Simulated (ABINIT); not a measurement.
Input of an ABINIT 10.8.3 (patched build) run:

File run.abi:

```
# Pseudopotentials
pp_dirpath "./"
pseudos "P.upf, B.upf"

# Structure
acell 3.2156128332 3.2156128332 3.2156128332 Angstrom
rprim
     0.0000000000     0.7071067812     0.7071067812
     0.7071067812     0.0000000000     0.7071067812
     0.7071067812     0.7071067812     0.0000000000
ntypat 2
znucl 15 5
natom 2
typat 1 2
xred
     0.7500000000     0.7500000000     0.7500000000
     0.0000000000     0.0000000000     0.0000000000
chkprim 0
chksymtnons 0
tolsym 1.0e-6

# Plane-wave basis
ecut 34.0

# k points
kptopt 1
ngkpt 8 8 8
nshiftk 1
shiftk 0.0 0.0 0.0

# Exchange and correlation
ixc 11

# Bands and occupations
nband 8
occopt 3
tsmear 0.05 eV

# SCF cycle
nstep 100
tolvrs 1.0e-10

# Output
iomode 3
prtwf 0
prteig 0
prtebands 0
enunit 2
prtden 1
prtvha 1
prtvclmb 1
prtpot 1
prtelf 1
```

Potentials or basis: PseudoDojo NC SR PBE v0.4.1 standard.

Command:

```console
$ abinit run.abi > log 2>&1
```

(1) What does it give for the band gap on the k mesh?

(2) What does it give for the pressure?

Results:

(1) 1.29 eV, indirect (least direct gap 3.40 eV).

(2) -0.1 GPa.
